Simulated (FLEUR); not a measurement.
Crystal: BaTiO3.

```xyz
5
Lattice="3.9998 0.0000 0.0000 0.0000 3.9998 0.0000 0.0000 0.0000 4.0180" Properties=species:S:1:pos:R:3 pbc="T T T"
Ba    0.0000    0.0000    0.0000
Ti    1.9999    1.9999    1.9688
O     0.0000    1.9999    2.0773
O     1.9999    0.0000    2.0773
O     1.9999    1.9999    0.0763
```

Base run:

| Quantity | Value |
| --- | --- |
| Program | FLEUR MaX-R8.1 (patched build s14) |
| Functional | PBE |
| Potentials or basis | all-electron |
| Basis | FLAPW |
| Kmax | 4.72 1/bohr |
| k mesh | 7 × 7 × 7 |
| Occupations | fermi-dirac, width 0.05 eV |
| Spin | no spin polarisation |

Its results: band gap on the k mesh 1.92 eV, indirect (least direct gap 2.08 eV).

Question: The run is repeated on the same cell with these changes: functional from PBE to BH. What comes out?

Answer: Band gap on the k mesh 1.84 eV, indirect (least direct gap 2.00 eV).

Caveats: spin-orbit coupling is left out, which moves the levels of the heavy elements; the mesh misses the band edges, which the band path finds closer together.

Not every run made on this cell is shown here.
